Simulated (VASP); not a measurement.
```
CELL_PARAMETERS angstrom
      4.32692     0.00000     0.00000
     -2.16346     3.74722     0.00000
      0.00000     0.00000    34.82940
ATOMIC_POSITIONS crystal
  Sb 0.33333 0.66667 0.28865
  Sb 0.00000 0.00000 0.40812
  Sb 0.00000 0.00000 0.59188
  Sb 0.66667 0.33333 0.71135
  Te 0.00000 0.00000 0.23892
  Te 0.66667 0.33333 0.34839
  Te 0.66667 0.33333 0.54215
  Te 0.33333 0.66667 0.45785
  Te 0.33333 0.66667 0.65162
  Te 0.00000 0.00000 0.76108
```

Computed with PBE GGA, VASP's PBE PAW potentials (set 64) (plane waves; VASP). Numerical set-up: PREC = Normal, EDIFF = 1E-5, 400 eV cut-off, 12×12×1 Γ-centred mesh, Gaussian smearing of 0.050 eV, potentials Sb Te.

Task: The ions and cell shape at fixed volume are relaxed. What does this cell relax into?

Result: 
```
CELL_PARAMETERS angstrom
      4.32712     0.00000     0.00000
     -2.16356     3.74739     0.00000
      0.00000     0.00000    34.82622
ATOMIC_POSITIONS crystal
  Sb 0.33333 0.66667 0.29089
  Sb 0.00000 0.00000 0.40544
  Sb 0.00000 0.00000 0.59456
  Sb 0.66667 0.33333 0.70911
  Te 0.00000 0.00000 0.24230
  Te 0.66667 0.33333 0.34818
  Te 0.66667 0.33333 0.54542
  Te 0.33333 0.66667 0.45458
  Te 0.33333 0.66667 0.65182
  Te 0.00000 0.00000 0.75770
```

Task: How much energy does the relaxation gain?

Result: The energy (σ→0) changes by -7.0 meV/atom, in 12 ionic steps.

The cell is a sheet with vacuum, built from Sb2Te3 (tetradymite).
